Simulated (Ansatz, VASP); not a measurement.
Two plane-wave programs on Ge

File INCAR:

```
SYSTEM = Ge
PREC = Accurate
ENCUT = 520
EDIFF = 1E-7
ISMEAR = 0
SIGMA = 0.1
LREAL = .FALSE.
LASPH = .TRUE.
NELM = 100
ALGO = Normal
ISIF = 2
LWAVE = .FALSE.
LCHARG = .TRUE.
GGA = PE
LELF = .TRUE.
LVHAR = .TRUE.
NBANDS = 21
```

KPOINTS

```
regular mesh
0
G
  14 14 8
  0 0 0
```

File POSCAR:

```
Ge
1.0
    1.4880529250     -2.5946896100      0.0000000000
    1.4880529250      2.5946896100      0.0000000000
    0.0000000000      0.0000000000      4.7275957900
Ge
2
Direct
    0.6665533700      0.3334466300      0.2500000000
    0.3410927868      0.6595657919      0.7551040743
```

Input for Ansatz:

```yaml
crystal:
  lattice:
    - [1.488052925, -2.59468961, 0.0]
    - [1.488052925, 2.59468961, 0.0]
    - [0.0, 0.0, 4.72759579]
  atoms:
    - { symbol: Ge, position: [0.66655337, 0.33344663, 0.25] }
    - { symbol: Ge, position: [0.3410927868, 0.6595657919, 0.7551040743] }
basis:
  ecutwfc: 420
kpoints:
  mp_grid: { grid: [14, 14, 8] }
hamiltonian:
  xc: pbe
scf:
  occupations: { method: gaussian, width: 0.1 }
output:
  forces: true
  stress: true
  eigenvalues: true
```

Change from the starting cell: one atom moved.

Alike in both runs: task single point; functional PBE; k mesh 14 × 14 × 8; occupations gaussian, width 0.1 eV; no spin polarisation.

|  | VASP | Ansatz |
| --- | --- | --- |
| version | VASP 6.6.1 | Ansatz 0.2.0 |
| potentials or method | VASP PAW PBE potentials, release 64 (Ge_d) | scalar-relativistic, plane waves, PAW |
| plane-wave cutoff (eV) | 520 | 420 |
| valence electrons in the cell | 28 | 28 |

Ansatz gave:

* gap on the k mesh at the Fermi level (eV): none
* pressure (GPa): 4.4
* largest component of the traceless stress (GPa): 1.60
* rms of the force components (eV/Å): 0.042

Question: Which values does VASP return?

Answer: gap on the k mesh at the Fermi level (eV): none; pressure (GPa): 4.4; largest component of the traceless stress (GPa): 1.61; rms of the force components (eV/Å): 0.043.

Atom by atom the forces differ by 0.001 eV/Å (rms over components). A gap of «none» marks a metal or a gap that the smearing closes.
